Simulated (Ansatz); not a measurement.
## SnO: ideal shear of a crystal plane

Theory: Ansatz 0.2.0, DFT PBEsol, scalar-relativistic, plane waves, PAW. Cutoff 420 eV, Γ-centred 7×8×3 k-points, Gaussian smearing of 0.05 eV. No spin polarisation. Energies are free energies at this smearing, counted from the undisturbed cell; pressure is positive in compression.

The starting cell (relaxed at this level; this form isn't the usual structure):

```
Sn O
1.0
     0.00000    0.00000   -3.89416
    -3.31561    0.00000    0.00000
     0.00000   11.41000    0.00000
Sn O
4 4
Cartesian
  0.0000 9.8913 -1.8452
  0.0000 4.1863 -1.8452
  -1.6578 1.5187 -3.7922
  -1.6578 7.2237 -3.7922
  0.0000 2.1985 -1.0755
  0.0000 7.9035 -1.0755
  -1.6578 9.2115 -3.0225
  -1.6578 3.5065 -3.0225
```

The cell holds layers and no dispersion correction was added, so their binding is poorly described.

The cut lies on the cell's a–b face, a (0 1 0) plane (indices in the standard cell, whose axes needn't be the Cartesian ones shown) of area 12.91 Å², between layers 3.04 Å apart. Vector c is tilted by f times 1·a + 0·b (length 3.894 Å) with the atoms' Cartesian places fixed: one unrelaxed fault a cell. The traction is dγ/du, the slope of γ against the slip u in Å. Some rows repeat others by symmetry and weren't run.

```
     f  γ (mJ/m²) traction (GPa)
0.0000          0             0.0
0.1000         21             1.1
0.2000         81             2.0
0.3000        171             2.5
0.4000        261             1.9
0.5000        301             0.0
0.6000        261            -1.9
0.8000         81            -2.0
```

Read off the first barrier and the stress needed to climb it, and compare with Frenkel's sinusoid.

The first sampled maximum lies at f = 0.500, a slip of 1.95 Å, with γ ≈ 301 mJ/m², which stands in for the unstable fault energy γ_us, and the steepest sampled slope before it is 2.5 GPa. A sinusoid γ = γ_us sin²(πu/λ) with its maximum there has λ = 3.89 Å and a largest slope πγ_us/λ = 2.4 GPa (1 mJ/m² per Å = 0.01 GPa).

Is there a metastable fault on this line?

Apart from points where γ returns to about zero, no local minimum shows among the samples, so at this sampling the line offers no fault for a dislocation to split on; a fault can still lie off the line.

The cut is rigid; relaxing the faces lowers these energies and usually the stresses.

Cost: 6 runs of about 6.3 core-minutes in all, on Intel Xeon Processor @ 2.50GHz (Skylake/Cascade Lake) (shared hosts).